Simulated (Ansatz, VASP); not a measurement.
# One calculation of I, two programs

```
I
1.0
     3.40076    0.00000    0.00000
    -1.70038    2.94514    0.00000
     0.00000    0.00000    2.88113
I
1
Direct
  0.00000 0.00000 0.00000
```

Alike in both runs: functional PBE; k mesh 12 × 12 × 12; occupations fermi-dirac, width 0.08 eV; no spin polarisation.

Ansatz relaxed the structure, and its values are those at the end. VASP's run is a single point on that final structure, the one shown.

|  | VASP | Ansatz |
| --- | --- | --- |
| version | VASP 6.6.1 | Ansatz 0.2.0 |
| potentials or method | VASP PAW PBE potentials, release 64 (I) | PAW with Ansatz's default frozen-core files, scalar-relativistic |
| plane-wave cutoff (eV) | 520 | 420 |
| valence electrons in the cell | 7 | 17 |

|  | VASP | Ansatz | Ansatz less VASP |
| --- | --- | --- | --- |
| pressure (GPa) | 16.5 | 16.5 | +0.07 |

With one functional, cell and mesh, what is left measures potentials, basis and numerics. The two sets of potentials don't hold the same shells in valence.

Caveats: so large a pressure means that the cell lies far from this level's equilibrium, or that cutoff or potentials fall short (VASP); an odd number of electrons without spin polarisation forces a metal; a magnetic or distorted state may lie lower. The runs have no spin-orbit coupling, so splittings on I are missing.
